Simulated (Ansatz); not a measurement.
Space group C2/c (No. 15). a = 6.031 Å, b = 3.577 Å, c = 6.788 Å, α = 90.00°, β = 96.65°, γ = 90.00°
```tsv
atom	site	symmetry	x	y	z
F	8f	1	0.7535	0.8324	0.0940
```

Equation of state of this F structure (not necessarily the ground state), with shape and atoms relaxed at each volume where symmetry leaves them free. These are results of DFT PBEsol, scalar-relativistic, plane waves, PAW in Ansatz 0.2.0, not measurements.

Cutoff 420 eV; k points 8×8×4 on the computed 4-atom cell (Γ-centred); Gaussian smearing, width 0.02 eV; no spin polarisation.

| V (Å³/atom) | E − E(largest V) (meV/atom) | P (GPa) | gap on mesh (eV) |
| --- | --- | --- | --- |
| 17.092 | 0.24 | 0.10 | 3.08 |
| 17.638 | -0.08 | 0.04 | 3.10 |
| 18.183 | -0.36 | 0.02 | 3.17 |
| 18.728 | 0.00 | -0.04 | 3.13 |
| 19.274 | 0.00 | -0.05 | 3.18 |

**Question.** Fit a third-order Birch–Murnaghan equation to E(V).

**Answer.** V0 = 18.01 Å³/atom, B0 = 2 GPa, B0' = 27.7. B0' is unusual or poorly fixed by this range.

The cell holds molecules, and where no dispersion correction was added their binding is poorly described.

Cost: 5 runs of about 2.8 core-minutes in all, on Arm Neoverse V2 (shared hosts).